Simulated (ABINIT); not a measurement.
# HfC (Fm-3m) in ABINIT: single point with LDA

Aim: the single point of HfC with LDA.

Everything below comes from runs of ABINIT 10.8.3 (patched build). Logs are shortened: lines on timing, memory, paths and dates and some standing lists are left out, and cuts for length are marked. The log counts tension as positive stress, the text compression.

## 1. Starting point

Symmetry: Fm-3m, No. 225, cubic system. The conventional cell has a = 4.650 Å, b = 4.650 Å, c = 4.650 Å, α = 90.00°, β = 90.00°, γ = 90.00°. Around Hf (site symmetry m-3m) lie 6 C at 2.33 Å. Around C (site symmetry m-3m) lie 6 Hf at 2.33 Å.

## 2. Single point, LDA

Contents of run.abi:

```
# Pseudopotentials
pp_dirpath "./"
pseudos "Hf.upf, C.upf"

# Structure
acell 6.2135074315 6.2135074315 6.2135074315
rprim
     0.0000000000     0.7071067812     0.7071067812
     0.7071067812     0.0000000000     0.7071067812
     0.7071067812     0.7071067812     0.0000000000
ntypat 2
znucl 72 6
natom 2
typat 1 2
xred
     0.5000000000     0.5000000000     0.5000000000
     0.0000000000     0.0000000000     0.0000000000

# Plane-wave basis
ecut 31.0

# k points
kptopt 1
ngkpt 8 8 8
nshiftk 1
shiftk 0.0 0.0 0.0

# Exchange and correlation
ixc 7

# Bands and occupations
nband 12
occopt 3
tsmear 0.00183747

# SCF cycle
nstep 100
tolvrs 1.0e-10

# Output
iomode 3
prtwf 0
prtden 0
prteig 0
prtebands 0
```

Potentials or basis: PseudoDojo NC SR LDA v0.4.1 standard.

On the command line:

```sh
$ abinit run.abi > log 2>&1
```

run.abo:

```text
.Version 10.8.3 of ABINIT
 Symmetries : space group Fm -3 m (#225); Bravais cF (face-center cubic)
================================================================================
 Values of the parameters that define the memory need of the present run
     intxc =       0    ionmov =       0      iscf =       7    lmnmax =       8
     lnmax =       8     mgfft =      32  mpssoang =       4    mqgrid =    3001
     natom =       2  nloc_mem =       1    nspden =       1   nspinor =       1
    nsppol =       1      nsym =      48    n1xccc =    2501    ntypat =       2
    occopt =       3   xclevel =       1
       mpw =        1424          nfft =       32768          nkpt =          29
================================================================================
================================================================================

--------------------------------------------------------------------------------
------------- Echo of variables that govern the present computation ------------
--------------------------------------------------------------------------------
 -outvars: echo values of preprocessed input variables --------
            acell      6.2135074315E+00  6.2135074315E+00  6.2135074315E+00 Bohr
              amu      1.78490000E+02  1.20110000E+01
             ecut      3.10000000E+01 Hartree
              ixc           7
         kptrlatt        8    0    0      0    8    0      0    0    8
          kptrlen      4.97080595E+01
            natom           2
            nband          12
            ngfft          32      32      32
             nkpt          29
            nstep         100
             nsym          48
           ntypat           2
           occopt           3
           prtden           0
        prtebands           0
           prteig           0
            prtwf           0
            rprim      0.0000000000E+00  7.0710678120E-01  7.0710678120E-01
                       7.0710678120E-01  0.0000000000E+00  7.0710678120E-01
                       7.0710678120E-01  7.0710678120E-01  0.0000000000E+00
          spgroup         225
           tolvrs      1.00000000E-10
           tsmear      1.83747000E-03 Hartree
            typat      1  2
           xangst      2.3249999985E+00  2.3249999985E+00  2.3249999985E+00
                       0.0000000000E+00  0.0000000000E+00  0.0000000000E+00
            xcart      4.3936132399E+00  4.3936132399E+00  4.3936132399E+00
                       0.0000000000E+00  0.0000000000E+00  0.0000000000E+00
             xred      5.0000000000E-01  5.0000000000E-01  5.0000000000E-01
                       0.0000000000E+00  0.0000000000E+00  0.0000000000E+00
            znucl       72.00000    6.00000

================================================================================

 chkinp: Checking input parameters for consistency.

================================================================================
== DATASET  1 ==================================================================

--- !DatasetInfo
iteration_state: {dtset: 1, }
dimensions: {natom: 2, nkpt: 29, mband: 12, nsppol: 1, nspinor: 1, nspden: 1, mpw: 1424, }
cutoff_energies: {ecut:  31.0, pawecutdg:  -1.0, }
electrons: {nelect:   1.60000000E+01, charge:   0.00000000E+00, occopt:   3.00000000E+00, tsmear:   1.83747000E-03, }
meta: {optdriver: 0, ionmov: 0, optcell: 0, iscf: 7, paral_kgb: 0, }
...

 Exchange-correlation functional for the present dataset will be:
  LDA: Perdew-Wang 92 LSD fit to Ceperley-Alder data - ixc=7
  J.P.Perdew and Y.Wang, PRB 45, 13244 (1992)

 Real(R)+Recip(G) space primitive vectors, cartesian coordinates (Bohr,Bohr^-1):
 R(1)=  0.0000000  4.3936132  4.3936132  G(1)= -0.1138016  0.1138016  0.1138016
 R(2)=  4.3936132  0.0000000  4.3936132  G(2)=  0.1138016 -0.1138016  0.1138016
 R(3)=  4.3936132  4.3936132  0.0000000  G(3)=  0.1138016  0.1138016 -0.1138016
 Unit cell volume ucvol=  1.6962719E+02 bohr^3
 Angles (23,13,12)=  6.00000000E+01  6.00000000E+01  6.00000000E+01 degrees

 getcut: wavevector=  0.0000  0.0000  0.0000  ngfft=  32  32  32
         ecut(hartree)=     31.000   => boxcut(ratio)=   2.05479

--- Pseudopotential description ------------------------------------------------
- pspini: atom type   1  psp file is ./Hf.upf
12 -1012 3 -1 1618                            pspcod,pspxc,lmax,lloc,mmax
     nproj     2     2     2     2

- pspini: atom type   2  psp file is ./C.upf
12 -1012 1 -1 1234                            pspcod,pspxc,lmax,lloc,mmax
     nproj     2     2     0     0

   4.20630866E+02                                ecore*ucvol(ha*bohr**3)
--------------------------------------------------------------------------------

================================================================================

--- !BeginCycle
iteration_state: {dtset: 1, }
solver: {iscf: 7, nstep: 100, nline: 4, wfoptalg: 0, }
tolerances: {tolvrs: 1.00E-10, }
...

     iter   Etot(hartree)      deltaE(h)  residm     vres2
 ETOT  1  -62.366861006979    -6.237E+01 1.100E-01 6.048E+02
 ETOT  2  -62.328922931843     3.794E-02 1.245E-02 8.162E+02
 ETOT  3  -62.554788492405    -2.259E-01 5.229E-02 2.994E-01
 ETOT  4  -62.554996971301    -2.085E-04 8.267E-03 3.618E-02
 ETOT  5  -62.555003051511    -6.080E-06 7.664E-04 1.319E-02
 ETOT  6  -62.555006879912    -3.828E-06 1.481E-03 4.728E-04
 ETOT  7  -62.555007028714    -1.488E-07 1.645E-04 6.777E-07
 ETOT  8  -62.555007028945    -2.311E-10 2.312E-04 1.548E-07
 ETOT  9  -62.555007028991    -4.651E-11 3.539E-05 4.677E-09
 ETOT 10  -62.555007028994    -2.338E-12 3.981E-05 9.510E-11

 At SCF step   10       vres2   =  9.51E-11 < tolvrs=  1.00E-10 =>converged.

 Cartesian components of stress tensor (hartree/bohr^3)
  sigma(1 1)=  5.08950933E-04  sigma(3 2)=  0.00000000E+00
  sigma(2 2)=  5.08950933E-04  sigma(3 1)=  0.00000000E+00
  sigma(3 3)=  5.08950933E-04  sigma(2 1)=  0.00000000E+00

--- !ResultsGS
iteration_state: {dtset: 1, }
comment   : Summary of ground state results
lattice_vectors:
- [  0.0000000,   4.3936132,   4.3936132, ]
- [  4.3936132,   0.0000000,   4.3936132, ]
- [  4.3936132,   4.3936132,   0.0000000, ]
lattice_lengths: [   6.21351,    6.21351,    6.21351, ]
lattice_angles: [ 60.000,  60.000,  60.000, ] # degrees, (23, 13, 12)
lattice_volume:   1.6962719E+02
convergence: {deltae: -2.338E-12, res2:  9.510E-11, residm:  3.981E-05, diffor: null, }
etotal    :  -6.25550070E+01
entropy   :   0.00000000E+00
fermie    :   3.96078964E-01
cartesian_stress_tensor: # hartree/bohr^3
- [  5.08950933E-04,   0.00000000E+00,   0.00000000E+00, ]
- [  0.00000000E+00,   5.08950933E-04,   0.00000000E+00, ]
- [  0.00000000E+00,   0.00000000E+00,   5.08950933E-04, ]
pressure_GPa:  -1.4974E+01
xred      :
- [  5.0000E-01,   5.0000E-01,   5.0000E-01, Hf]
- [  0.0000E+00,   0.0000E+00,   0.0000E+00,  C]
cartesian_forces: # hartree/bohr
- [ -0.00000000E+00,  -0.00000000E+00,  -0.00000000E+00, ]
- [ -0.00000000E+00,  -0.00000000E+00,  -0.00000000E+00, ]
force_length_stats: {min:   0.00000000E+00, max:   0.00000000E+00, mean:   0.00000000E+00, }
...

 Integrated electronic density in atomic spheres:
 ------------------------------------------------
 Atom  Sphere_radius  Integrated_density
    1        2.00000          8.45325370
    2        2.00000          3.87566600
================================================================================

 ----iterations are completed or convergence reached----

 Mean square residual over all n,k,spin=   25.412E-08; max=  39.811E-06
 reduced coordinates (array xred) for    2 atoms
       0.500000000000      0.500000000000      0.500000000000
       0.000000000000      0.000000000000      0.000000000000
 rms dE/dt=  0.0000E+00; max dE/dt=  0.0000E+00; dE/dt below (all hartree)
    1       0.000000000000      0.000000000000      0.000000000000
    2       0.000000000000      0.000000000000      0.000000000000

 cartesian coordinates (angstrom) at end:
    1      2.32499999847314     2.32499999847314     2.32499999847314
    2      0.00000000000000     0.00000000000000     0.00000000000000

 cartesian forces (hartree/bohr) at end:
    1     -0.00000000000000    -0.00000000000000    -0.00000000000000
    2     -0.00000000000000    -0.00000000000000    -0.00000000000000
 frms,max,avg= 0.0000000E+00 0.0000000E+00   0.000E+00  0.000E+00  0.000E+00 h/b

 cartesian forces (eV/Angstrom) at end:
    1     -0.00000000000000    -0.00000000000000    -0.00000000000000
    2     -0.00000000000000    -0.00000000000000    -0.00000000000000
 frms,max,avg= 0.0000000E+00 0.0000000E+00   0.000E+00  0.000E+00  0.000E+00 e/A
 length scales=  6.213507431500  6.213507431500  6.213507431500 bohr
              =  3.288046530296  3.288046530296  3.288046530296 angstroms
 Fermi (or HOMO) energy (hartree) =   0.39608   Average Vxc (hartree)=  -0.47835
 Eigenvalues (hartree) for nkpt=  29  k points:
 kpt#   1, nband= 12, wtk=  0.00195, kpt=  0.0000  0.0000  0.0000 (reduced coord)
  -1.84522   -0.68570   -0.68570   -0.68570   -0.04929    0.43653    0.43653    0.43653
   0.44664    0.44664    0.44664    0.52103
      occupation numbers for kpt#   1
   2.00000    2.00000    2.00000    2.00000    2.00000    0.00000    0.00000    0.00000
   0.00000    0.00000    0.00000    0.00000
 prteigrs : prtvol=0 or 1, do not print more k-points.

--- !EnergyTerms
iteration_state     : {dtset: 1, }
comment             : Components of total free energy in Hartree
kinetic             :  1.85164938447789E+01
hartree             :  6.58061599423887E+00
xc                  : -1.62968325199332E+01
Ewald energy        : -4.76937911376180E+01
psp_core            :  2.47973727156181E+00
local_psp           : -2.84587033832442E+01
non_local_psp       :  2.31757141984489E+00
internal            : -6.25549085103709E+01
'-kT*entropy'       : -9.85186228526206E-05
total_energy        : -6.25550070289937E+01
total_energy_eV     : -1.70220845788601E+03
band_energy         : -5.98980275039549E+00
...

 Cartesian components of stress tensor (hartree/bohr^3)
  sigma(1 1)=  5.08950933E-04  sigma(3 2)=  0.00000000E+00
  sigma(2 2)=  5.08950933E-04  sigma(3 1)=  0.00000000E+00
  sigma(3 3)=  5.08950933E-04  sigma(2 1)=  0.00000000E+00

-Cartesian components of stress tensor (GPa)         [Pressure= -1.4974E+01 GPa]
- sigma(1 1)=  1.49738534E+01  sigma(3 2)=  0.00000000E+00
- sigma(2 2)=  1.49738534E+01  sigma(3 1)=  0.00000000E+00
- sigma(3 3)=  1.49738534E+01  sigma(2 1)=  0.00000000E+00

== END DATASET(S) ==============================================================
================================================================================

 -outvars: echo values of variables after computation  --------
            acell      6.2135074315E+00  6.2135074315E+00  6.2135074315E+00 Bohr
           etotal     -6.2555007029E+01
            fcart     -0.0000000000E+00 -0.0000000000E+00 -0.0000000000E+00
                      -0.0000000000E+00 -0.0000000000E+00 -0.0000000000E+00
            rprim      0.0000000000E+00  7.0710678120E-01  7.0710678120E-01
                       7.0710678120E-01  0.0000000000E+00  7.0710678120E-01
                       7.0710678120E-01  7.0710678120E-01  0.0000000000E+00
           strten      5.0895093298E-04  5.0895093298E-04  5.0895093298E-04
                       0.0000000000E+00  0.0000000000E+00  0.0000000000E+00
           xangst      2.3249999985E+00  2.3249999985E+00  2.3249999985E+00
                       0.0000000000E+00  0.0000000000E+00  0.0000000000E+00
             xred      5.0000000000E-01  5.0000000000E-01  5.0000000000E-01
                       0.0000000000E+00  0.0000000000E+00  0.0000000000E+00
 Calculation completed.
```

Run time: 13 s. Hardware: 1 thread of Intel Xeon Platinum 8488C (Sapphire Rapids), shared host; peak memory 0.07 GiB.

What came out:

* Free energy: -1702.2085 eV
* Band gap on the k mesh: none (metal or under the smearing width)
* Valence electrons inside the program's atomic spheres: Hf 8.45; C 3.88

Caveat: the cutoff is too short for stress, so the log's stress isn't used. The run has no spin-orbit coupling, so splittings on Hf are missing.
